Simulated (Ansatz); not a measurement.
## Pressure series in InN

Consider InN in the wurtzite structure (space group P6_3mc, No. 186; a = 3.5809 Å, c = 5.7882 Å).

Cell and atoms are relaxed at each pressure.

Levels (all Ansatz, a quantum-chemistry and plane-wave program, PAW, earlier PAW set): PBE (420 eV, scalar-relativistic without spin-orbit coupling); r2SCAN (500 eV, spin-orbit coupling left out); PBE+SOC (420 eV, spin-orbit coupling included).

Band gaps by level, all at the geometries relaxed with PBE:

```tsv
case	PBE	r2SCAN	PBE+SOC
base	zero	zero	zero
pressure −2 GPa	zero	zero	zero
pressure −1 GPa	zero	zero	zero
pressure 2.1 GPa	zero	zero	zero
pressure 4.5 GPa	zero	–	zero
pressure 15 GPa	zero	0.26 eV	zero
pressure 22.5 GPa	0.10 eV	?	0.10 eV
pressure 30 GPa	0.19 eV	?	0.19 eV
```

Problem. Complete the table.

Solution. 
- pressure 22.5 GPa, r2SCAN: 0.38 eV
- pressure 30 GPa, r2SCAN: 0.47 eV

Single points use the geometry relaxed with PBE. A case with no gap was solved on a k-mesh chosen for an insulator, which is coarse for it. The spin-orbit shifts are approximate. Load acts through the strain it causes; cell and atoms are relaxed under it. No phonon test of stability was made. Tetrahedral semiconductors of this kind turn to denser phases somewhere between about 1 and 50 GPa; those were not computed, so compressed cells here can lie past the real transition. The runs without spin-orbit coupling are not spin-polarised. Gaps under 0.05 eV, about the width of the smearing, are given as zero. The zero or small gap of InN can change with the level of theory.
